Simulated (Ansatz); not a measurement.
Wanted: the native input for an Ansatz 0.2.0 run.

```yaml
Task: band structure
Functional: PBEsol
Potentials_or_basis: all-electron LAPW, scalar-relativistic
Cutoff: 252 eV (chosen from the basis error)
Basis_error_allowed: 0.001 eV/atom
k_mesh: 11 × 11 × 5
Occupations: fermi-dirac, width 0.05 eV
Spin: no spin polarisation
```

Ta:

```
Ta
1.0
     2.90037    0.00000    0.00000
    -1.45019    2.51180    0.00000
     0.00000    0.00000    5.16627
Ta
2
Cartesian
  0.0000 1.6745 1.2916
  1.4502 0.8373 3.8747
```

This isn't the form of Ta at room conditions, which is bcc.

The input as run:

input.yaml

```yaml
crystal:
  lattice:
    - [2.9003720726, 0.0, 0.0]
    - [-1.4501860363, 2.5117958953, 0.0]
    - [0.0, 0.0, 5.166274]
  atoms:
    - { symbol: Ta, position: [0.3333333333, 0.6666666667, 0.25] }
    - { symbol: Ta, position: [0.6666666667, 0.3333333333, 0.75] }
kpoints:
  mp_grid: { grid: [11, 11, 5] }
  band_path:
    path:
      - [0.0, 0.0, 0.0]
      - [0.5, 0.0, 0.0]
      - [0.3333333333, 0.3333333333, 0.0]
      - [0.0, 0.0, 0.0]
      - [0.0, 0.0, 0.5]
      - [0.5, 0.0, 0.5]
      - [0.3333333333, 0.3333333333, 0.5]
      - [0.0, 0.0, 0.5]
    npoints: 8
scf:
  occupations: { method: fermi_dirac, width: 0.05 }
hamiltonian:
  xc: pbesol
  pseudopotentials: { kind: all_electron, lapw: { basis_error: 0.001 } }
output:
  forces: true
  stress: true
  eigenvalues: true
```

Potentials or basis: all-electron LAPW, scalar-relativistic.

Launch:

```bash
$ ansatz run input.yaml --threads 1 --pin off --max-ram 3072MiB --backend cpu --events-out ev --progress --plain --runs-dir out
```

Results of the run:

```json
{
 "Pressure": "-7.3 GPa",
 "Band gap along the path": "none (metal or under the smearing width)"
}
```

Caveat: spin-orbit coupling is left out, which moves the levels of the heavy elements.

It took 29 s on 1 thread of Arm Neoverse V1 (shared host), peak memory 0.36 GiB.
